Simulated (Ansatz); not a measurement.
# Sn (I4/mmm) in Ansatz: notebook

One crystal, Sn, is run at these levels: r2SCAN, PBE; tasks: single point, equation of state, phonons.

All numbers are computed with Ansatz 0.2.0; they aren't measurements. Logs are shortened: lines on timing, memory, paths and dates and some standing lists are left out, and cuts for length are marked.

### 1 Starting point

The structure is tetragonal, space group I4/mmm (No. 139). Conventional cell: a = 4.058 Å, b = 4.058 Å, c = 3.322 Å, α = 90.00°, β = 90.00°, γ = 90.00°. Sn (site symmetry 4/mmm) has 10 Sn at 3.32 Å as nearest neighbours.

This isn't the form of Sn at room conditions, which is tetragonal (white tin).

### 2 Single point, r2SCAN, 25.71 Å³/atom (volume scaled by 0.94)

input.yaml

```yaml
crystal:
  lattice:
    - [-1.987765759, 1.987765759, 1.6268574157]
    - [1.987765759, -1.987765759, 1.6268574157]
    - [1.987765759, 1.987765759, -1.6268574157]
  atoms:
    - { symbol: Sn, position: [0.0, 0.0, 0.0] }
hamiltonian:
  xc: r2scan
  pseudopotentials: { kind: paw }
kpoints:
  mp_grid: { grid: [10, 10, 10] }
scf:
  occupations: { method: fermi_dirac, width: 0.05 }
output:
  forces: true
  stress: true
  eigenvalues: true
```

Potentials or basis: Ansatz PAW.

The run is started by

```sh
> ansatz run input.yaml --threads 2 --pin off --max-ram 5632MiB --backend cpu --events-out ev --progress --plain --runs-dir out
```

Output:

```text
Warning: RAYON_NUM_THREADS=2 ignored (pool sized by the plan → 2); use --threads N
Engine: ansatz 0.2.0, x86_64-unknown-linux-gnu
Pseudopotentials: kind: paw
Pseudopotential: Sn, paw, valence charge 14, recommended cutoff 500 eV (meta_gga), Sn.paw.azcp
Functional definition: r2SCAN
  parameter k0 = 0.174
  parameter k1 = 0.065
  parameter a1 = 4.9479
  exchange = r2scan_x(k0 = k0, k1 = k1, a1 = a1)
  correlation = r2scan_c
Crystal: 1 atoms, lattice volume = 25.712 Å³
Basis set: ecut = 500 eV, 645 PW (Γ), exchange–correlation on 96×96×96 points (64 copies of the dense FFT grid, shifted against one another)
Bands: 11, of which v1, the nominal top of the filled ones, is band 7 counted from 1 (6 counted from 0)
Symmetry: 16 space group operations
Space group: I4/mmm (ITA 139), of the structure as read, at distance tolerance 3.0e-5 Å
k-points: 102 of 1000
Non-local potential: Sn, projectors of the file, l = 0: 2, l = 1: 2, l = 2: 2, l = 3: 2
PAW form: soft (Blöchl's): semilocal exchange-correlation on the pseudo side does not see the compensation charge
PAW frozen core: Sn, regenerated for the run's functional (the file was generated under x = pbe(κ = 0.804, μ = 0.2195149727645171), c = pbe(β = 0.06672455060314922))
PAW one-centre angular grid: Sn, 590 points (default); XC on 249 of its mesh's 2787 points in the sphere
Initial density: superposition of atomic densities (neutral atoms: chi_scale 0, normalization atom), corrected by the library's trained network
Initial wavefunctions: pseudopotential atomic-orbital guess
Functional: x = r2scan, c = r2scan; τ floored in thin density (d = 2e-4 eV/Å³)
SCF iter   1: F=—  HF=-6038.385993 eV  |F-HF|=—  |Δ(HF+E_count)|=         —  Δρ=5.08e-3  dr2=2.82e-3  dr2_τ=4.24e-4  ethr=1.77e-3  ⟨swp⟩=5.2  Hψ=6740  notcnv=0
preconditioner: auto → none  [metal: Δε(μ)=0.058 eV  Ē_g=24.582 eV  σ=0.050 eV  W_gap=0.27  n_scr=4 (ndim 8)  ℏωp=27.4 eV  f_vac=0.000  D(μ)=0.42/eV (n_scr^D=0)  sad-step TF]
SCF iter   2: F=—  HF=-6038.394521 eV  |F-HF|=—  |Δ(HF+E_count)|=   8.53e-3  Δρ=2.37e-3  dr2=6.39e-4  dr2_τ=1.90e-5  ethr=2.01e-5  ⟨swp⟩=2.0  Hψ=3015  notcnv=0  defer=19
SCF iter   3: F=—  HF=-6038.394884 eV  |F-HF|=—  |Δ(HF+E_count)|=   3.63e-4  Δρ=5.65e-4  dr2=3.71e-5  dr2_τ=2.09e-6  ethr=4.56e-6  ⟨swp⟩=2.0  Hψ=1310  notcnv=0  defer=19
SCF iter   4: F=—  HF=-6038.394895 eV  |F-HF|=—  |Δ(HF+E_count)|=   1.07e-5  Δρ=2.95e-5  dr2=1.36e-7  dr2_τ=2.61e-9  ethr=2.65e-7  ⟨swp⟩=2.8  Hψ=1788  notcnv=0  defer=19
iter 5 did not close the SCF: its close was put off for the readings that it lacked (scf_convergence_deferred on its scf_iter line)
SCF iter   5: F=-6038.394896 eV  HF=-6038.394896 eV  |F-HF|=2.59e-8  |Δ(HF+E_count)|=   6.61e-7  Δρ=7.60e-6  dr2=1.19e-8  dr2_τ=2.91e-10  ethr=9.70e-10  ⟨swp⟩=2.0  Hψ=1800  notcnv=0  defer=19
SCF iter   6: F=-6038.394896 eV  HF=-6038.394896 eV  |F-HF|=2.10e-9  |Δ(HF+E_count)|=   3.03e-8  Δρ=1.83e-6  dr2=8.19e-10  dr2_τ=2.43e-11  ethr=8.48e-11  ⟨swp⟩=3.2  Hψ=3957  notcnv=0
SCF 1 converged in 6 iterations: F = -6038.394896 eV  dr2 = 8.19e-10
SCF converged after 6 iterations
Free energy (F): -6038.394896 eV
Harris-Foulkes:  -6038.394896 eV  (|F-HF|=2.10e-9)
Internal energy: -6038.391396 eV  (E = F + TS)
E sigma→0 (E₀):  -6038.393146 eV
Entropy (-TS):   -0.003500 eV (-3.500 meV/atom)
Fermi energy:    11.626939 eV
--- Per-component energies (eV) ---
  E_band       = -79.307271
  E_kinetic    = 186.537198
  E_local      = -788.878541  (includes V_loc(G=0)·N_el)
  E_nonlocal   = -33.033018
  E_hartree    = 508.258472
  E_xc         = -375.310603
  E_vxc        = -105.401943  (∫ρ·V_xc dr)
  E_paw        = -4157.997564  (= ΣΔE_a)
  E_vpaw       = -361.806380  (= ΣTr[D̂ρ^β])
  E_aug_tail   = -0.000000  (compensation charges beyond the density's cutoff)
  E_vtau       = 6.758443  (kinetic-family band-sum trace: ∫τ·v_τ [+ j·A + Jᵃ·Aᵃ] dr)
  E_ewald      = -1378.702660
  E_core_change = 0.735320  (= ΣΔE_core)
  E_smearing   = -0.003500  (= −TS)
  E_closure    = 0.000000  (closes the sum)
  Σ components = -6038.394896   (vs F -6038.394896, Δ=0.00e0)
--- Forces (eV/Å), atoms counted from 1 ---
  atom   1  Sn    -0.00000000     0.00000000    -0.00000000
  max |Σ_I F_I| component: 1.18e-31 eV/Å
--- Stress (GPa, compression-positive) ---
        2.557958      -0.000000      -0.000000
       -0.000000       2.557958       0.000000
       -0.000000       0.000000       4.167394
  P = ⅓ Tr σ = 3.0944 GPa (30.944 kbar)
--- Band table (eV; the first three rows and the last of 102) ---
  k-point 0: bands = ["-10.7699", "-10.6720", "-10.6720", "-10.6685", "-10.5202", "-0.4781", "19.2131", "19.2131", "22.3472", "22.5795", "24.3496"]
  k-point 1: bands = ["-10.7572", "-10.6751", "-10.6741", "-10.6528", "-10.5258", "-0.2685", "16.9127", "19.3795", "21.6099", "23.4372", "24.3837"]
  k-point 2: bands = ["-10.7265", "-10.6867", "-10.6830", "-10.6022", "-10.5404", "0.3611", "13.5933", "19.8081", "20.2897", "23.6022", "23.7304"]
  k-point 101: bands = ["-10.8203", "-10.7346", "-10.4861", "-10.4861", "-10.4433", "8.5482", "9.7041", "9.7041", "14.3926", "14.9944", "18.2374"]
```

It took 2.2 s on 2 threads of Intel Xeon Platinum 8259CL at 2.50GHz (Skylake/Cascade Lake), shared host; peak memory 0.44 GiB.

What came out:

* Free energy: -6038.3949 eV
* Pressure: 3.1 GPa
* Band gap on the k mesh: none (metal or under the smearing width)

Caveat: the PAW data sets come from PBE, with cores solved anew for the run's functional, which leaves a small shift of forces and pressure.

### 3 Single point, r2SCAN, 26.26 Å³/atom (volume scaled by 0.96)

input.yaml: that of step 2 with these lines changed.

```diff
@@ -2,5 +2,5 @@
   lattice:
-    - [-1.987765759, 1.987765759, 1.6268574157]
-    - [1.987765759, -1.987765759, 1.6268574157]
-    - [1.987765759, 1.987765759, -1.6268574157]
+    - [-2.0017645706, 2.0017645706, 1.6383145356]
+    - [2.0017645706, -2.0017645706, 1.6383145356]
+    - [2.0017645706, 2.0017645706, -1.6383145356]
   atoms:
```

Potentials or basis: Ansatz PAW.

The run is started by

```sh
> ansatz run input.yaml --threads 2 --pin off --max-ram 5632MiB --backend cpu --events-out ev --progress --plain --runs-dir out
```

Wall time 2.2 s (2 threads of Intel Xeon Platinum 8259CL at 2.50GHz (Skylake/Cascade Lake), shared host); peak memory 0.43 GiB.

It converged, with:

```
Free energy            : -6038.4031 eV
Pressure               : 1.7 GPa
Band gap on the k mesh : none (metal or under the smearing width)
```

Caveat: the PAW data sets come from PBE, with cores solved anew for the run's functional, which leaves a small shift of forces and pressure.

### 4 Single point, r2SCAN, 26.81 Å³/atom (volume scaled by 0.98)

input.yaml: that of step 3 with these lines changed.

```diff
@@ -2,5 +2,5 @@
   lattice:
-    - [-2.0017645706, 2.0017645706, 1.6383145356]
-    - [2.0017645706, -2.0017645706, 1.6383145356]
-    - [2.0017645706, 2.0017645706, -1.6383145356]
+    - [-2.0155702798, 2.0155702798, 1.6496136136]
+    - [2.0155702798, -2.0155702798, 1.6496136136]
+    - [2.0155702798, 2.0155702798, -1.6496136136]
   atoms:
```

The run is started by

```sh
> ansatz run input.yaml --threads 2 --pin off --max-ram 5632MiB --backend cpu --events-out ev --progress --plain --runs-dir out
```

Run time: 2.3 s. Hardware: 2 threads of Intel Xeon Platinum 8259CL at 2.50GHz (Skylake/Cascade Lake), shared host; peak memory 0.44 GiB.

It converged, with:

```
Free energy            : -6038.4070 eV
Pressure               : 0.5 GPa
Band gap on the k mesh : none (metal or under the smearing width)
```

Caveat: the PAW data sets come from PBE, with cores solved anew for the run's functional, which leaves a small shift of forces and pressure.

### 5 Single point, r2SCAN, 27.35 Å³/atom

input.yaml: that of step 4 with these lines changed.

```diff
@@ -2,5 +2,5 @@
   lattice:
-    - [-2.0155702798, 2.0155702798, 1.6496136136]
-    - [2.0155702798, -2.0155702798, 1.6496136136]
-    - [2.0155702798, 2.0155702798, -1.6496136136]
+    - [-2.029189411, 2.029189411, 1.6607599896]
+    - [2.029189411, -2.029189411, 1.6607599896]
+    - [2.029189411, 2.029189411, -1.6607599896]
   atoms:
```

The run is started by

```sh
> ansatz run input.yaml --threads 2 --pin off --max-ram 5632MiB --backend cpu --events-out ev --progress --plain --runs-dir out
```

Run time: 2.3 s. Hardware: 2 threads of Intel Xeon Platinum 8259CL at 2.50GHz (Skylake/Cascade Lake), shared host; peak memory 0.44 GiB.

Results (log left out):

* Free energy: -6038.4070 eV
* Pressure: -0.5 GPa
* Band gap on the k mesh: none (metal or under the smearing width)

Caveat: the PAW data sets come from PBE, with cores solved anew for the run's functional, which leaves a small shift of forces and pressure.

### 6 Single point, r2SCAN, 27.90 Å³/atom (volume scaled by 1.02)

input.yaml

```yaml
crystal:
  lattice:
    - [-2.0426281431, 2.0426281431, 1.6717587207]
    - [2.0426281431, -2.0426281431, 1.6717587207]
    - [2.0426281431, 2.0426281431, -1.6717587207]
  atoms:
    - { symbol: Sn, position: [0.0, 0.0, 0.0] }
hamiltonian:
  xc: r2scan
  pseudopotentials: { kind: paw }
kpoints:
  mp_grid: { grid: [10, 10, 10] }
scf:
  occupations: { method: fermi_dirac, width: 0.05 }
output:
  forces: true
  stress: true
  eigenvalues: true
  write_density: true
  write_potential: true
  elf: true
  volumetric_format: npy
```

Potentials or basis: Ansatz PAW.

The run is started by

```sh
> ansatz run input.yaml --threads 2 --pin off --max-ram 5632MiB --backend cpu --events-out ev --progress --plain --runs-dir out
```

Wall time 2.9 s (2 threads of Intel Xeon Platinum 8259CL at 2.50GHz (Skylake/Cascade Lake), shared host); peak memory 0.43 GiB.

The run converged. Its results:

- Free energy: -6038.4037 eV
- Pressure: -1.4 GPa
- Band gap on the k mesh: none (metal or under the smearing width)

Caveat: the PAW data sets come from PBE, with cores solved anew for the run's functional, which leaves a small shift of forces and pressure.

### 7 Single point, r2SCAN, 28.45 Å³/atom (volume scaled by 1.04)

input.yaml

```yaml
crystal:
  lattice:
    - [-2.0558923339, 2.0558923339, 1.682614601]
    - [2.0558923339, -2.0558923339, 1.682614601]
    - [2.0558923339, 2.0558923339, -1.682614601]
  atoms:
    - { symbol: Sn, position: [0.0, 0.0, 0.0] }
hamiltonian:
  xc: r2scan
  pseudopotentials: { kind: paw }
kpoints:
  mp_grid: { grid: [10, 10, 10] }
scf:
  occupations: { method: fermi_dirac, width: 0.05 }
output:
  forces: true
  stress: true
  eigenvalues: true
```

The run is started by

```sh
> ansatz run input.yaml --threads 2 --pin off --max-ram 5632MiB --backend cpu --events-out ev --progress --plain --runs-dir out
```

Run time: 2.4 s. Hardware: 2 threads of Intel Xeon Platinum 8259CL at 2.50GHz (Skylake/Cascade Lake), shared host; peak memory 0.45 GiB.

The run converged. Its results:

```yaml
Free_energy: -6038.3975 eV
Pressure: -2.2 GPa
Band_gap_on_the_k_mesh: none (metal or under the smearing width)
```

Caveat: the PAW data sets come from PBE, with cores solved anew for the run's functional, which leaves a small shift of forces and pressure.

### 8 Single point, r2SCAN, 28.99 Å³/atom (volume scaled by 1.06)

input.yaml: that of step 7 with these lines changed.

```diff
@@ -2,5 +2,5 @@
   lattice:
-    - [-2.0558923339, 2.0558923339, 1.682614601]
-    - [2.0558923339, -2.0558923339, 1.682614601]
-    - [2.0558923339, 2.0558923339, -1.682614601]
+    - [-2.0689875426, 2.0689875426, 1.6933321804]
+    - [2.0689875426, -2.0689875426, 1.6933321804]
+    - [2.0689875426, 2.0689875426, -1.6933321804]
   atoms:
```

The run is started by

```sh
> ansatz run input.yaml --threads 2 --pin off --max-ram 5632MiB --backend cpu --events-out ev --progress --plain --runs-dir out
```

Wall time 2.3 s (2 threads of Intel Xeon Platinum 8259CL at 2.50GHz (Skylake/Cascade Lake), shared host); peak memory 0.45 GiB.

It converged, with:

```
Free energy            : -6038.3887 eV
Pressure               : -2.9 GPa
Band gap on the k mesh : none (metal or under the smearing width)
```

Caveat: the PAW data sets come from PBE, with cores solved anew for the run's functional, which leaves a small shift of forces and pressure.

### 9 Equation of state, r2SCAN

Potentials or basis: Ansatz PAW.

No new run: the results of the series are fitted here.

What came out:

- Equilibrium volume: 27.09 Å³/atom
- Bulk modulus at fixed shape and positions: 52 GPa
- Pressure derivative of the bulk modulus: 5.4

Energy against volume, from the lowest point:
| volume (Å³/atom) | energy (meV/atom) |
| --- | --- |
| 25.712 | 12.12 |
| 26.259 | 3.91 |
| 26.806 | 0.05 |
| 27.353 | 0.00 |
| 27.901 | 3.29 |
| 28.448 | 9.51 |
| 28.995 | 18.33 |

Caveat: the cell was scaled at fixed shape and fractional positions, which overstates the stiffness of a crystal with free parameters, most of all of layers and chains; the PAW data sets were made with another functional, which shifts forces and pressure a little.

(Part 1 of 2 ends here.)
